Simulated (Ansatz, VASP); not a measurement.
This is a calculation of Sn3Te for Ansatz 0.2.0.

The input input.yaml:

```yaml
crystal:
  lattice:
    - [4.9610505803, 0.0, 0.0]
    - [0.0, 4.9610505803, 0.0]
    - [0.0, 0.0, 4.9610505803]
  atoms:
    - { symbol: Te, position: [0.0, 0.0, 0.0] }
    - { symbol: Sn, position: [0.0, 0.5, 0.5] }
    - { symbol: Sn, position: [0.5, 0.0, 0.5] }
    - { symbol: Sn, position: [0.5, 0.5, 0.0] }
hamiltonian:
  xc: pbesol
  pseudopotentials: { kind: paw }
kpoints:
  mp_grid: { grid: [6, 6, 6] }
scf:
  occupations: { method: fermi_dirac, width: 0.05 }
output:
  forces: true
  stress: true
  eigenvalues: true
```

Potentials or basis: Ansatz PAW.

Run with:

```console
$ ansatz run input.yaml --threads 1 --pin off --max-ram 3584MiB --backend cpu --events-out ev --progress --plain --runs-dir out
```

Q: Translate it to VASP 6.6.1. Potentials there: VASP PAW PBE potentials, release 64 (Te, Sn_d).

A: As run (the cutoff follows the program's own potentials):

Contents of INCAR:

```
PREC = Accurate
ENCUT = 520
EDIFF = 1E-7
ISMEAR = -1
SIGMA = 0.05
LREAL = F
LASPH = T
NELM = 80
ALGO = Normal
ISIF = 2
LWAVE = F
LCHARG = T
GGA = PS
LELF = T
LVHAR = T
NBANDS = 32
```

KPOINTS

```
regular mesh
0
Gamma
  6 6 6
```

POSCAR

```
Sn3Te
1.0
    4.9610505803      0.0000000000      0.0000000000
    0.0000000000      4.9610505803      0.0000000000
    0.0000000000      0.0000000000      4.9610505803
Te Sn
1 3
Direct
    0.0000000000      0.0000000000      0.0000000000
    0.0000000000      0.5000000000      0.5000000000
    0.5000000000      0.0000000000      0.5000000000
    0.5000000000      0.5000000000      0.0000000000
```

Potentials or basis: VASP PAW PBE potentials, release 64 (Te, Sn_d).

Launch:

```console
$ cat potpaw_PBE.64/Te/POTCAR potpaw_PBE.64/Sn_d/POTCAR > POTCAR
$ mpirun -np 1 vasp_std > vasp.out
```

Both were run:

|  | VASP | Ansatz | Ansatz less VASP |
| --- | --- | --- | --- |
| gap on the k mesh at the Fermi level (eV) | none | none | - |
| pressure (GPa) | -4.5 | -4.4 | +0.04 |

A gap of «none» marks a metal or a gap that the smearing closes. The two sets of potentials don't hold the same shells in valence.

Caveats: the PAW data sets were made with another functional, which shifts forces and pressure a little (VASP); the PAW data sets come from PBE, with cores solved anew for the run's functional, which leaves a small shift of forces and pressure (Ansatz). Spin-orbit coupling is left out, which matters for the levels of Te.
